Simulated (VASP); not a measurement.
# SnO2: band structure with TB-mBJ

The system is SnO2.

```
CELL_PARAMETERS angstrom
4.77140 0.00000 0.00000
0.00000 4.77140 0.00000
0.00000 0.00000 3.21659
ATOMIC_POSITIONS crystal
Sn 0.00000 0.00000 0.00000
Sn 0.50000 0.50000 0.50000
O 0.30626 0.30626 0.00000
O 0.19374 0.80626 0.50000
O 0.69374 0.69374 0.00000
O 0.80626 0.19374 0.50000
```

| Property | Result |
| --- | --- |
| Program | VASP 6.6.1 |
| Task | band structure |
| Functional | TB-mBJ |
| Potentials or basis | VASP PAW PBE potentials, release 64 (Sn_d, O) |
| Cutoff | 520 eV |
| k mesh | 4 × 4 × 6 |
| Occupations | gaussian, width 0.03 eV |
| Spin | spin-orbit coupling, no magnetisation |
| Further INCAR settings | ALGO = Normal; EDIFF = 1e-06; NBANDS = 70 |

```json
{"Valence electrons inside the program's atomic spheres": "Sn 11.85; O 5.31"}
```

Wall time 12 min on 2 MPI ranks on Intel(R) Xeon(R) 6975P-C (Granite Rapids), with other jobs on the host, peak memory 0.58 GiB a rank.
